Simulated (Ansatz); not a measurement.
# SnO: the cost of one run

Computed with Ansatz 0.2.0 (DFT r2SCAN, scalar-relativistic, plane waves, PAW, unless a step's input says otherwise).

2 further runs of the same task are left out: 2 set aside as unsound or not needed. Runs told in other sessions of the task aren't counted.

### 1 The starting structure

It takes space group P4/nmm (No. 129, tetragonal). The conventional cell has a = 3.808 Å, b = 3.808 Å, c = 4.941 Å, α = 90.00°, β = 90.00°, γ = 90.00°. Sn (site symmetry 4mm) is surrounded by 4 O at 2.22 Å. O (site symmetry -4m2) is surrounded by 4 Sn at 2.22 Å.

Coordinates:

```cif
data_structure
_symmetry_space_group_name_H-M 'P 1'
_symmetry_Int_Tables_number 1
_cell_length_a 3.8076
_cell_length_b 3.8076
_cell_length_c 9.8814
_cell_angle_alpha 90.000
_cell_angle_beta 90.000
_cell_angle_gamma 90.000
_cell_volume 143.26
loop_
_atom_site_label
_atom_site_type_symbol
_atom_site_fract_x
_atom_site_fract_y
_atom_site_fract_z
_atom_site_occupancy
Sn1 Sn 0.75009 0.24991 0.86610 1
Sn2 Sn 0.24991 0.75009 0.13390 1
Sn3 Sn 0.74991 0.25009 0.36610 1
Sn4 Sn 0.25009 0.74991 0.63390 1
O1 O 0.24990 0.25010 0.25000 1
O2 O 0.75010 0.74990 0.75000 1
O3 O 0.25010 0.24990 0.75000 1
O4 O 0.74990 0.75010 0.25000 1
```

It goes back to an entry of the Materials Project, which need not be the stable form.

It is the result of an earlier relaxation at this level (volume 17.91 Å³/atom; gap on the mesh: 0.37 eV).

### 2 The reference cell

Reference values: F = -26429.3845 eV; pressure 0.01 GPa; largest force 0.003 eV/Å; gap on the mesh 0.37 eV. It was computed beforehand with the settings of the runs below.

### 3 The scan: moving one atom along a line

Atom 5 (O) is moved by x along the Cartesian unit vector (0.000, 0.000, 1.000); the cell and all other atoms stay fixed. Forces below are components along that vector, summed over the moved atoms. In a periodic cell its images move with it.

### 4 Point x = -0.450 Å

input.yaml reads:

```yaml
crystal:
  lattice:
    - [2.6923937338, -2.6923902845, 0.0]
    - [2.6923937338, 2.6923902845, 0.0]
    - [0.0, 0.0, 9.8813501683]
  atoms:
    - { symbol: Sn, position: [0.7500922691, 0.2499077309, 0.8660960299] }
    - { symbol: Sn, position: [0.2499077309, 0.7500922691, 0.1339039701] }
    - { symbol: Sn, position: [0.7499077309, 0.2500922691, 0.3660960299] }
    - { symbol: Sn, position: [0.2500922691, 0.7499077309, 0.6339039701] }
    - { symbol: O, position: [0.249899182, 0.250100818, 0.2044596647] }
    - { symbol: O, position: [0.750100818, 0.749899182, 0.75] }
    - { symbol: O, position: [0.250100818, 0.249899182, 0.75] }
    - { symbol: O, position: [0.749899182, 0.750100818, 0.25] }
basis:
  ecutwfc: 500
kpoints:
  mp_grid: { grid: [10, 10, 4] }
hamiltonian:
  xc: r2scan
scf:
  occupations: { method: gaussian, width: 0.03 }
output:
  forces: true
  stress: true
  eigenvalues: true
```

Command:

```console
ansatz run input.yaml --threads 2 --pin off --max-ram 5120MiB --backend cpu --events-out ev --progress --plain --runs-dir out
```

What time and memory should one allow on 2 threads of Oxide Virtual Turin-like (Zen 5), shared host?

About 91 s, with a peak of 1.5 GiB.
